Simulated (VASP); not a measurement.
Input:

```xyz
2
Lattice="0.0000 2.9850 2.9850 2.9850 0.0000 2.9850 2.9850 2.9850 0.0000" Properties=species:S:1:pos:R:3 pbc="T T T"
Li     0.0000     0.0000     0.0000
I      2.9850     2.9850     2.9850
```

Method: SCAN meta-GGA, VASP's PBE PAW potentials (set 64) (plane waves; VASP). Settings: 520 eV cut-off, 7×7×7 Γ-centred mesh, Gaussian smearing of 0.050 eV, potentials Li_sv I.

**Question.** Estimate the energy per atom (σ→0).

**Answer.** 
The energy per atom (σ→0) comes out as -2016.1 kJ/mol of atoms.

Only differences to runs with the same potentials and settings are physical.

The compound is LiI in the rock salt structure. It was relaxed first. The start is the result of an earlier pass.
